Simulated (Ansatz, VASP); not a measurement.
**One calculation of SnTe, two programs**

File INCAR:

```
PREC = Accurate ; ENCUT = 520
EDIFF = 1E-7 ; ISMEAR = 0
SIGMA = 0.03 ; LREAL = False
LASPH = True ; NELM = 80
ALGO = Normal ; ISIF = 2
LWAVE = False ; LCHARG = False
GGA = PE ; NBANDS = 17
```

KPOINTS

```
regular mesh
0
Gamma
  10 10 10
```

POSCAR

```
SnTe
1.0
    0.0000000000      3.6111460000      3.6111460000
    3.6111460000      0.0000000000      3.6111460000
    3.6111460000      3.6111460000      0.0000000000
Sn Te
1 1
Direct
    0.0000000000      0.0000000000      0.0000000000
    0.7500000000      0.7500000000      0.7500000000
```

Input for Ansatz:

```yaml
crystal:
  lattice:
    - [0.0, 3.611146, 3.611146]
    - [3.611146, 0.0, 3.611146]
    - [3.611146, 3.611146, 0.0]
  atoms:
    - { symbol: Sn, position: [0.0, 0.0, 0.0] }
    - { symbol: Te, position: [0.75, 0.75, 0.75] }
basis:
  ecutwfc: 420
kpoints:
  mp_grid: { grid: [10, 10, 10] }
hamiltonian:
  xc: pbe
scf:
  occupations: { method: gaussian, width: 0.03 }
output:
  forces: true
  stress: true
  eigenvalues: true
```

Measurements of this composition are mostly on another form, of space group No. 225.

Alike in both runs: task single point; functional PBE; k mesh 10 × 10 × 10; occupations gaussian, width 0.03 eV; no spin polarisation.

|  | VASP | Ansatz |
| --- | --- | --- |
| version | VASP 6.6.1 | Ansatz 0.2.0 |
| potentials or method | VASP PAW PBE potentials, release 64 (Sn_d, Te) | scalar-relativistic, plane waves, PAW |
| plane-wave cutoff (eV) | 520 | 420 |
| valence electrons in the cell | 20 | 30 |

|  | VASP | Ansatz | Ansatz less VASP |
| --- | --- | --- | --- |
| gap on the k mesh at the Fermi level (eV) | 0.16 | 0.17 | +0.002 |
| least direct gap on the mesh (eV) | 0.80 | 0.80 | +0.001 |
| pressure (GPa) | -0.1 | 0.0 | +0.01 |

The functional is the same, so the differences come from potentials, cutoffs and numerics. The two sets of potentials don't hold the same shells in valence.

Caveats: spin-orbit coupling is left out, which moves the levels of the heavy elements.
